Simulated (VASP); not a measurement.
Here is a VASP 6.6.1 calculation.

Contents of INCAR:

```
SYSTEM = TiAl
PREC = Accurate
ENCUT = 520
EDIFF = 1E-6
ISMEAR = 0
SIGMA = 0.1
LREAL = .FALSE.
LASPH = .TRUE.
NELM = 60
ALGO = Normal
ISIF = 2
LWAVE = .FALSE.
LCHARG = .TRUE.
GGA = PS
LELF = .TRUE.
LVHAR = .TRUE.
```

KPOINTS

```
regular mesh
0
G
  27 27 14
  0 0 0
```

The input POSCAR:

```
TiAl
1.0
    2.8469800000      0.0000000000      0.0000000000
   -1.4234900000      2.4655600000      0.0000000000
    0.0000000000      0.0000000000      4.6212100000
Ti Al
1 1
Direct
    0.0000000000      1.0000000000      0.0000000000
    0.3333300000      0.6666700000      0.5000000000
```

Potentials or basis: VASP PAW PBE potentials, release 64 (Ti_sv, Al).

Command:

```sh
$ cat potpaw_PBE.64/Ti_sv/POTCAR potpaw_PBE.64/Al/POTCAR > POTCAR
$ mpirun -np 1 vasp_std > vasp.out
```

(1) What does it give for the pressure?

(2) What does it give for the band gap on the k mesh?

## Answers

(1) 0.0 GPa.

(2) none (metal or under the smearing width).

Caveat: the PAW data sets were made with another functional, which shifts forces and pressure a little.
